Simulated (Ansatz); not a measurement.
## Computed properties of TePb

```yaml
crystal:
  lattice:
    - [0.00000, 3.22700, 3.22700]
    - [3.22700, 0.00000, 3.22700]
    - [3.22700, 3.22700, 0.00000]
  atoms:
    - { symbol: Te, position: [0.50000, 0.50000, 0.50000] }
    - { symbol: Pb, position: [0.00000, 0.00000, 0.00000] }
```

Atom numbers follow the list: Te1, Pb2.

The cell is COD entry 9008696, as deposited and not checked against the literature; nothing was relaxed.

Spin–orbit coupling is left out, though it moves levels of the heavy atoms by tenths of an eV or more.

Methods: DFT, PBE, all-electron LAPW, scalar-relativistic (Ansatz 0.2.0); DFT, PBE, PAW with Ansatz's default frozen-core files, scalar-relativistic (Ansatz 0.2.0).

For LAPW: a Γ-centred 10×10×10 k mesh, Fermi–Dirac smearing of 0.03 eV, basis error target 0.5 meV/atom, no spin polarisation. PAW takes a cutoff of 420 eV at this cell. The Ansatz runs share mesh, smearing and spin set-up. Values come from LAPW unless marked.

```yaml
Pressure_at_this_cell: 2.32 GPa
Volume_per_atom: 33.60 Å³
```

Question: Give the computed value. Löwdin charges (with 0.04 e of the cell spilling out of the atomic basis, so their sizes and signs hang on that basis).

Answer: Te1 -0.15, Pb2 0.19 e.

Question: Bader charges (from the PAW run): what does the calculation give?

Answer: Te1 -0.69, Pb2 +0.69 e.

Question: Predict this quantity. Band gap.

Answer: 0.72 eV, direct at L (0.5, 0.5, 0.5).
